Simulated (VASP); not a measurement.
# HfN: relaxation of cell and atoms with PBE

Crystal: HfN.

```
Hf N
1.0
     0.00000    2.25600    2.25600
     2.25600    0.00000    2.25600
     2.25600    2.25600    0.00000
Hf N
1 1
Cartesian
  0.0000 0.0000 0.0000
  2.2560 2.2560 2.2560
```

```json
{
  "Program": "VASP 6.6.1",
  "Task": "relaxation of cell and atoms",
  "Functional": "PBE",
  "Potentials or basis": "VASP PAW PBE potentials, release 64 (Hf_pv, N)",
  "Cutoff": "600 eV",
  "k mesh": "14 × 14 × 14",
  "Occupations": "methfessel-paxton, width 0.1 eV",
  "Spin": "no spin polarisation",
  "Further INCAR settings": "ALGO = Normal; EDIFF = 1e-06; IBRION = 2; EDIFFG = -0.01; NSW = 90; ISIF = 3"
}
```

```yaml
Relaxed_volume: 11.65 Å³/atom
Relaxed_cell: a = 3.206 Å, b = 3.206 Å, c = 3.206 Å, α = 60.00°, β = 60.00°, γ = 60.00°
Space_group_after_relaxing_to_0.05_Å: Fm-3m (No. 225)
Energy_gained_by_relaxing: 2.1 meV/atom
Ionic_steps: 3
Pressure_after_relaxing: 0.0 GPa
Band_gap_on_the_k_mesh: none (metal or under the smearing width)
```

Step by step:
```csv
step,energy change (eV),largest force (eV/Å),pressure (GPa),volume (Å³)
1,0.0000,0.0000,4.07,22.96
2,0.0102,0.0000,-6.96,23.95
3,-0.0042,0.0000,-0.02,23.30
```

Final structure:
```
Hf N
1.0
     0.00000    2.26707    2.26707
     2.26707    0.00000    2.26707
     2.26707    2.26707    0.00000
Hf N
1 1
Direct
  0.00000 0.00000 0.00000
  0.50000 0.50000 0.50000
```

Levels at points of the mesh, in eV from the Fermi level:
| k point | band 4 | band 5 | band 6 | band 7 | band 8 | band 9 | band 10 | band 11 |
| --- | --- | --- | --- | --- | --- | --- | --- | --- |
| (0.00, 0.00, 0.00) | -17.44 | -3.01 | -3.01 | -3.01 | -0.34 | -0.34 | -0.34 | 1.70 |
| (0.50, 0.00, 0.00) | -14.78 | -8.82 | -6.13 | -6.13 | 3.23 | 3.65 | 3.65 | 4.38 |
| (0.50, 0.50, 0.00) | -16.35 | -5.41 | -3.76 | -3.68 | -3.68 | 4.05 | 5.45 | 5.47 |

Run time: 92 s on 1 thread of Intel(R) Xeon(R) Platinum 8259CL CPU @ 2.50GHz (Skylake/Cascade Lake) (shared host), peak memory 0.19 GiB.

Spin-orbit coupling is left out, which matters for the levels of Hf. PBE usually gives volumes a little too large and moduli too small.
